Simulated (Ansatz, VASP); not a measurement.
# Cross-check of BN (Qingsongite) between VASP and Ansatz

Aim: how closely do two programs agree when they are given the same cell, functional and k mesh?

Program: Ansatz 0.2.0. Level of theory: plane waves, with VASP 6.6.1 beside it; G0W0 gap at PBE. Results are calculated unless marked as measured.

## Step 1: The starting structure

The structure is cubic, space group F-43m (No. 216). The conventional cell has a = 3.615 Å, b = 3.615 Å, c = 3.615 Å, α = 90.00°, β = 90.00°, γ = 90.00°. Nearest to B lie 4 N at 1.57 Å. Nearest to N lie 4 B at 1.57 Å. Farther neighbours and most contacts between anions are not listed.

Structure file:

```cif
data_structure
_symmetry_space_group_name_H-M 'P 1'
_symmetry_Int_Tables_number 1
_cell_length_a 2.5562
_cell_length_b 2.5562
_cell_length_c 2.5562
_cell_angle_alpha 60.000
_cell_angle_beta 60.000
_cell_angle_gamma 60.000
_cell_volume 11.81
loop_
_atom_site_label
_atom_site_type_symbol
_atom_site_fract_x
_atom_site_fract_y
_atom_site_fract_z
_atom_site_occupancy
B1 B 0.00000 0.00000 0.00000 1
N2 N 0.25000 0.25000 0.25000 1
```

## Step 2: VASP: G0W0 gap, PBE

Quasiparticle shifts depend on high empty states and on the cores, so they are the hardest test of two PAW sets.

Lines of VASP's logs that name or quote its potential files are left out, and so is its time.

The run reads the wave functions of an earlier VASP run, which isn't shown here.

File INCAR:

```
SYSTEM = BN
PREC = Accurate
ENCUT = 450
ISMEAR = 0
SIGMA = 0.01
LREAL = .FALSE.
GGA = PE
NBANDS = 32
ALGO = EVGW0
NELMGW = 1
ENCUTGW = 100
NOMEGA = 48
PRECFOCK = Fast
NBANDSGW = 16
LWAVE = .FALSE.
LCHARG = .FALSE.
```

File POSCAR:

```
BN
1.0
    0.0000000000      1.8075000000      1.8075000000
    1.8075000000      0.0000000000      1.8075000000
    1.8075000000      1.8075000000      0.0000000000
B N
1 1
Direct
    0.0000000000      0.0000000000      0.0000000000
    0.2500000000      0.2500000000      0.2500000000
```

File KPOINTS:

```
Automatic mesh
0
Gamma
10 10 10
0 0 0
```

PAW data sets: B_GW and N_GW (PBE family, release 64).

The run is started by

```console
> mpirun -np 8 vasp_std
```

Numbers of over 12 decimals in the logs are rounded to 6 here.

What it wrote:

```text
[banner, memory and clock lines left out]
running    8 mpi-ranks, on    1 nodes
 distrk:  each k-point on    8 cores,    1 groups
 distr:  one band on    1 cores,    8 groups

 POSCAR found type information on POSCAR B N
 POSCAR found :  2 types and       2 ions
|                                                                             |
|           W    W    AA    RRRRR   N    N  II  N    N   GGGG   !!!           |
|           W    W   A  A   R    R  NN   N  II  NN   N  G    G  !!!           |
|           W    W  A    A  R    R  N N  N  II  N N  N  G       !!!           |
|           W WW W  AAAAAA  RRRRR   N  N N  II  N  N N  G  GGG   !            |
|           WW  WW  A    A  R   R   N   NN  II  N   NN  G    G                |
|           W    W  A    A  R    R  N    N  II  N    N   GGGG   !!!           |
|                                                                             |
|     For optimal performance we recommend to set                             |
|       NCORE = 2 up to number-of-cores-per-socket                            |
|     NCORE specifies how many cores store one orbital (NPAR=cpu/NCORE).      |
|     This setting can greatly improve the performance of VASP for DFT.       |
|     The default, NCORE=1 might be grossly inefficient on modern             |
|     multi-core architectures or massively parallel machines. Do your        |
|     Unfortunately you need to use the default for GW and RPA                |
|     calculations (for HF NCORE is supported but not extensively tested      |
|     yet).                                                                   |
|                                                                             |

|                                                                             |
|           W    W    AA    RRRRR   N    N  II  N    N   GGGG   !!!           |
|           W    W   A  A   R    R  NN   N  II  NN   N  G    G  !!!           |
|           W    W  A    A  R    R  N N  N  II  N N  N  G       !!!           |
|           W WW W  AAAAAA  RRRRR   N  N N  II  N  N N  G  GGG   !            |
|           WW  WW  A    A  R   R   N   NN  II  N   NN  G    G                |
|           W    W  A    A  R    R  N    N  II  N    N   GGGG   !!!           |
|                                                                             |
|     The default for ENCUTGWSOFT is different in this version of VASP.       |
|     please manually set ENCUTGWSOFT =100 in the INCAR file.                 |
|                                                                             |

 LDA part: xc-table for (Slater+PW92), standard interpolation
 found WAVECAR, reading the header
 POSCAR, INCAR and KPOINTS ok, starting setup
 FFT: planning ... GRIDC
 FFT: planning ... GRID_SOFT
 FFT: planning ... GRID
 reading WAVECAR
 the WAVECAR file was read successfully
 initial charge from wavefunction
 available memory per node:     62.75 GB, setting MAXMEM to     64259

 The Fermi energy was updated, please check that it is located mid-gap
 values below the HOMO (VB) or above the LUMO (CB) will cause erroneous energies
 E-fermi :   9.6931

 calculate exact exchange contribution
 the WAVEDER file was read successfully
energies w=
    0.000    0.000    1.068    0.000    2.132    0.000    3.187    0.000
    4.230    0.000    5.258    0.000    6.270    0.000    7.263    0.000
    8.238    0.000    9.195    0.000   10.135    0.000   11.059    0.000
   11.970    0.000   12.871    0.000   13.763    0.000   14.650    0.000
   15.536    0.000   16.424    0.000   17.317    0.000   18.220    0.000
   19.138    0.000   20.075    0.000   21.037    0.000   22.030    0.000
   23.062    0.000   24.138    0.000   25.270    0.000   26.468    0.000
   27.744    0.000   29.114    0.000   30.595    0.000   32.210    0.000
   33.988    0.000   35.962    0.000   38.178    0.000   40.693    0.000
   43.583    0.000   46.951    0.000   50.939    0.000   55.746    0.000
   61.665    0.000   69.142    0.000   78.888    0.000   92.116    0.000
  111.074    0.000  140.443    0.000  191.865    0.000  304.542    0.000
 responsefunction array rank=      32
 LDA part: xc-table for (Slater+PW92), standard interpolation

 min. memory requirement per mpi rank    177.6 MB, per node   1420.6 MB

 allocating   6 responsefunctions rank=    32
 shmem allocating  48 responsefunctions rank=    32
 response function shared by NCSHMEM nodes    1
 Doing            6  frequencies on each core in blocks of           48
NQ=   1    0.0000    0.0000    0.0000,
|.........|.........|.........|.........|.........|.........|.........|.........
[...]
performed       1308000 updates of chi_q(r,r)
 total number of BLAS operations          6.37 Gflops
NQ=   4    0.3000    0.0000    0.0000,
|.........|.........|.........|.........|.........|.........|.........|.........
 performed       1826000 updates of chi_q(r,r)
 total number of BLAS operations          9.62 Gflops
NQ=   5    0.4000    0.0000    0.0000,
|.........|.........|.........|.........|.........|.........|.........|.........
 performed       2344000 updates of chi_q(r,r)
 total number of BLAS operations         12.88 Gflops
NQ=   6    0.5000    0.0000    0.0000,
|.........|.........|.........|.........|.........|.........|.........|.........
 performed       2756000 updates of chi_q(r,r)
[...]
|.........|.........|.........|.........|.........|.........|.........|.........
 performed      13711000 updates of chi_q(r,r)
 total number of BLAS operations         73.86 Gflops
NQ=  20   -0.4000    0.2000    0.0000,
|.........|.........|.........|.........|.........|.........|.........|.........
 performed      14635000 updates of chi_q(r,r)
 total number of BLAS operations         78.86 Gflops
NQ=  21   -0.3000    0.2000    0.0000,
|.........|.........|.........|.........|.........|.........|.........|.........
 performed      15559000 updates of chi_q(r,r)
 total number of BLAS operations         84.25 Gflops
NQ=  22   -0.2000    0.2000    0.0000,
|.........|.........|.........|.........|.........|.........|.........|.........
 performed      16278000 updates of chi_q(r,r)
 total number of BLAS operations         88.14 Gflops
NQ=  23    0.3000    0.3000    0.0000,
|.........|.........|.........|.........|.........|.........|.........|.........
 performed      16776000 updates of chi_q(r,r)
 total number of BLAS operations         91.05 Gflops
NQ=  24    0.4000    0.3000    0.0000,
|.........|.........|.........|.........|.........|.........|.........|.........
 performed      17700000 updates of chi_q(r,r)
 total number of BLAS operations         96.05 Gflops
NQ=  25    0.5000    0.3000    0.0000,
|.........|.........|.........|.........|.........|.........|.........|.........
 performed      18624000 updates of chi_q(r,r)
 total number of BLAS operations        101.44 Gflops
NQ=  26   -0.4000    0.3000    0.0000,
|.........|.........|.........|.........|.........|.........|.........|.........
 performed      19548000 updates of chi_q(r,r)
 total number of BLAS operations        106.83 Gflops
NQ=  27   -0.3000    0.3000    0.0000,
|.........|.........|.........|.........|.........|.........|.........|.........
 performed      20267000 updates of chi_q(r,r)
 total number of BLAS operations        110.72 Gflops
NQ=  28    0.4000    0.4000    0.0000,
|.........|.........|.........|.........|.........|.........|.........|.........
 performed      20765000 updates of chi_q(r,r)
 total number of BLAS operations        113.63 Gflops
NQ=  29    0.5000    0.4000    0.0000,
|.........|.........|.........|.........|.........|.........|.........|.........
 performed      21689000 updates of chi_q(r,r)
 total number of BLAS operations        118.25 Gflops
NQ=  30   -0.4000    0.4000    0.0000,
|.........|.........|.........|.........|.........|.........|.........|.........
 performed      22408000 updates of chi_q(r,r)
 total number of BLAS operations        122.14 Gflops
NQ=  31    0.5000    0.5000    0.0000,
|.........|.........|.........|.........|.........|.........|.........|.........
 performed      22774000 updates of chi_q(r,r)
 total number of BLAS operations        123.56 Gflops
NQ=  32    0.3000    0.2000    0.1000,
|.........|.........|.........|.........|.........|.........|.........|.........
 performed      23809000 updates of chi_q(r,r)
 total number of BLAS operations        127.94 Gflops
NQ=  33    0.4000    0.2000    0.1000,
|.........|.........|.........|.........|.........|.........|.........|.........
 performed      25057000 updates of chi_q(r,r)
 total number of BLAS operations        133.69 Gflops
NQ=  34    0.5000    0.2000    0.1000,
|.........|.........|.........|.........|.........|.........|.........|.........
 performed      26305000 updates of chi_q(r,r)
 total number of BLAS operations        141.52 Gflops
NQ=  35   -0.4000    0.2000    0.1000,
|.........|.........|.........|.........|.........|.........|.........|.........
 performed      27274000 updates of chi_q(r,r)
 total number of BLAS operations        147.60 Gflops
NQ=  36    0.4000    0.3000    0.1000,
|.........|.........|.........|.........|.........|.........|.........|.........
 performed      28309000 updates of chi_q(r,r)
 total number of BLAS operations        152.78 Gflops
NQ=  37    0.5000    0.3000    0.1000,
|.........|.........|.........|.........|.........|.........|.........|.........
 performed      29557000 updates of chi_q(r,r)
 total number of BLAS operations        160.60 Gflops
NQ=  38   -0.4000    0.3000    0.1000,
|.........|.........|.........|.........|.........|.........|.........|.........
 performed      30805000 updates of chi_q(r,r)
 total number of BLAS operations        169.00 Gflops
NQ=  39   -0.3000    0.3000    0.1000,
|.........|.........|.........|.........|.........|.........|.........|.........
 performed      32053000 updates of chi_q(r,r)
 total number of BLAS operations        176.83 Gflops
NQ=  40   -0.2000    0.3000    0.1000,
|.........|.........|.........|.........|.........|.........|.........|.........
 performed      33022000 updates of chi_q(r,r)
 total number of BLAS operations        182.48 Gflops
NQ=  41    0.5000    0.4000    0.1000,
|.........|.........|.........|.........|.........|.........|.........|.........
 performed      34057000 updates of chi_q(r,r)
 total number of BLAS operations        188.52 Gflops
NQ=  42   -0.4000    0.4000    0.1000,
|.........|.........|.........|.........|.........|.........|.........|.........
 performed      35305000 updates of chi_q(r,r)
 total number of BLAS operations        196.92 Gflops
NQ=  43   -0.3000    0.4000    0.1000,
|.........|.........|.........|.........|.........|.........|.........|.........
 performed      36274000 updates of chi_q(r,r)
 total number of BLAS operations        203.44 Gflops
NQ=  44   -0.4000    0.5000    0.1000,
|.........|.........|.........|.........|.........|.........|.........|.........
 performed      36995000 updates of chi_q(r,r)
 total number of BLAS operations        207.34 Gflops
NQ=  45   -0.4000    0.4000    0.2000,
|.........|.........|.........|.........|.........|.........|.........|.........
 performed      38030000 updates of chi_q(r,r)
 total number of BLAS operations        214.30 Gflops
NQ=  46   -0.3000    0.4000    0.2000,
|.........|.........|.........|.........|.........|.........|.........|.........
 performed      38999000 updates of chi_q(r,r)
 total number of BLAS operations        221.28 Gflops
NQ=  47   -0.3000    0.5000    0.2000,
|.........|.........|.........|.........|.........|.........|.........|.........
 performed      39720000 updates of chi_q(r,r)
 total number of BLAS operations        225.81 Gflops
 resolving degeneracies of screened two electron integrals

 calculate QP shifts <psi_nk| G(iteration)W_0 |psi_nk>: iteration 1
 entering main loop
```

From OUTCAR (step 2):

```text
ion  position               nearest neighbor table
   1  0.000  0.000  0.000-   2 1.57   2 1.57   2 1.57   2 1.57
   2  0.250  0.250  0.250-   1 1.57   1 1.57   1 1.57   1 1.57

  LATTYP: Found a face centered cubic cell.
 ALAT       =     3.6150000000

 Subroutine GETGRP returns: Found 24 space group operations
 (whereof 24 operations were pure point group operations)

The static configuration has the point symmetry T_d .

 Found     47 irreducible k-points:

   k-points           NKPTS =     47   k-points in BZ     NKDIM =   1000   number of bands    NBANDS=     32

   dimension x,y,z NGX =    18 NGY =   18 NGZ =   18
   dimension x,y,z NGXF=    36 NGYF=   36 NGZF=   36

   ENCUT  =  450.0 eV  33.07 Ry    5.75 a.u.   4.42  4.42  4.42*2*pi/ulx,y,z

   NELECT =       8.0000    total number of electrons

  energy-cutoff  :      450.00
  volume of cell :       11.81
      direct lattice vectors                 reciprocal lattice vectors
     0.000000000  1.807500000  1.807500000    -0.276625173  0.276625173  0.276625173
     1.807500000  0.000000000  1.807500000     0.276625173 -0.276625173  0.276625173
     1.807500000  1.807500000  0.000000000     0.276625173  0.276625173 -0.276625173

 k-points in reciprocal lattice and weights: Automatic mesh
   0.00000000  0.00000000  0.00000000       0.001
   0.10000000  0.00000000  0.00000000       0.008
   0.20000000  0.00000000  0.00000000       0.008
   0.30000000  0.00000000  0.00000000       0.008
   0.40000000  0.00000000  0.00000000       0.008
   0.50000000  0.00000000  0.00000000       0.004
   0.10000000  0.10000000  0.00000000       0.006
   0.20000000  0.10000000  0.00000000       0.024
   0.30000000  0.10000000  0.00000000       0.024
[...]
-0.30000000  0.40000000  0.20000000       0.024
  -0.30000000  0.50000000  0.20000000       0.012

 E-fermi :   9.6931

 QP shifts <psi_nk| G(iteration)W_0 |psi_nk>: iteration 1
 for sc-GW calculations column KS-energies equals QP-energies in previous step
 and V_xc(KS)=  KS-energies - (<T + V_ion + V_H > + <T+V_H+V_ion>^1  + <V_x>^1)
 k-point   1 :       0.0000    0.0000    0.0000
  band No.  KS-energies  QP-energies   sigma(KS)   V_xc(KS)     V^pw_x(r,r')   Z            occupation Imag(sigma)
      1     -12.7715     -14.5483     -17.7740     -15.4892     -26.4992       0.7777       2.0000       1.4362
      2       7.4630       7.0499     -18.7859     -18.2867     -21.8306       0.8277       2.0000       0.0794
      3       7.4630       7.0499     -18.7859     -18.2867     -21.8306       0.8277       2.0000       0.0794
      4       7.4630       7.0499     -18.7859     -18.2867     -21.8306       0.8277       2.0000       0.0794
      5      16.2831      17.8610     -11.8967     -13.7847      -7.0473       0.8357       0.0000      -0.1001
      6      16.2831      17.8610     -11.8967     -13.7847      -7.0473       0.8357       0.0000      -0.1001
      7      16.2831      17.8610     -11.8967     -13.7847      -7.0473       0.8357       0.0000      -0.1001
      8      17.8047      19.1983     -13.7389     -15.4381      -8.4265       0.8201       0.0000      -0.1225
    ...

 k-point   2 :       0.1000    0.0000    0.0000
  band No.  KS-energies  QP-energies   sigma(KS)   V_xc(KS)     V^pw_x(r,r')   Z            occupation Imag(sigma)
      1     -12.5288     -14.2818     -17.7867     -15.5300     -26.4675       0.7768       2.0000       1.4018
      2       6.1911       5.5996     -18.3342     -17.6163     -21.5408       0.8239       2.0000       0.0872
      3       7.2082       6.7625     -18.6589     -18.1201     -21.7280       0.8272       2.0000       0.0806
      4       7.2082       6.7625     -18.6589     -18.1201     -21.7280       0.8272       2.0000       0.0806
      5      16.5561      18.0651     -12.2918     -14.1020      -7.4149       0.8336       0.0000      -0.1024
      6      16.6675      18.2844     -12.0192     -13.9588      -7.1011       0.8336       0.0000      -0.1032
      7      16.6675      18.2844     -12.0192     -13.9588      -7.1011       0.8336       0.0000      -0.1032
      8      18.5989      20.1780     -13.7983     -15.7302      -8.4138       0.8174       0.0000      -0.1286
    ...

 k-point   3 :       0.2000    0.0000    0.0000
  band No.  KS-energies  QP-energies   sigma(KS)   V_xc(KS)     V^pw_x(r,r')   Z            occupation Imag(sigma)
      1     -11.8140     -13.4987     -17.8370     -15.6623     -26.3879       0.7747       2.0000       1.2995
      2       3.4750       2.5559     -17.7750     -16.6417     -21.5482       0.8110       2.0000       0.1136
      3       6.6355       6.1172     -18.4472     -17.8186     -21.6043       0.8245       2.0000       0.0842
      4       6.6355       6.1172     -18.4472     -17.8186     -21.6043       0.8245       2.0000       0.0842
      5      16.9278      18.3571     -12.6489     -14.3682      -7.6906       0.8313       0.0000      -0.1063
      6      17.4632      19.1455     -12.1809     -14.2077      -7.1014       0.8300       0.0000      -0.1104
      7      17.4632      19.1455     -12.1809     -14.2077      -7.1014       0.8300       0.0000      -0.1104
      8      20.2634      22.0747     -13.8661     -16.1102      -8.1903       0.8071       0.0000      -0.1498
    ...

 k-point   4 :       0.3000    0.0000    0.0000
  band No.  KS-energies  QP-energies   sigma(KS)   V_xc(KS)     V^pw_x(r,r')   Z            occupation Imag(sigma)
      1     -10.6831     -12.2653     -17.9816     -15.9242     -26.3233       0.7690       2.0000       1.1361
      2       0.5194      -0.6748     -17.3385     -15.8346     -21.8384       0.7941       2.0000       0.1593
      3       6.0590       5.4667     -18.3110     -17.5913     -21.5872       0.8230       2.0000       0.0883
      4       6.0590       5.4667     -18.3110     -17.5913     -21.5872       0.8230       2.0000       0.0883
      5      17.2708      18.6550     -12.8498     -14.5175      -7.8327       0.8300       0.0000      -0.1089
      6      18.0319      19.7179     -12.1600     -14.1946      -6.9752       0.8287       0.0000      -0.1151
      7      18.0319      19.7179     -12.1600     -14.1946      -6.9752       0.8287       0.0000      -0.1151
      8      21.6656      23.5310     -13.5940     -15.9308      -7.5736       0.7982       0.0000      -0.1771
    ...

[... 4 further parts left out ...]
```

[end of part 1 of 2]

[Lines on the potential files, build, host, timing and source positions are cut from VASP's logs without a mark.]

[Logs are printed without paths, hosts, clocks, repeated set-up lines and the standing remarks that a program may print on its own settings, such as how far it seeks lower states.]

[Hosts, paths, dates, database ids (printed as entryN), source tags and the programs' standing remarks are cut or masked in the printed files.]
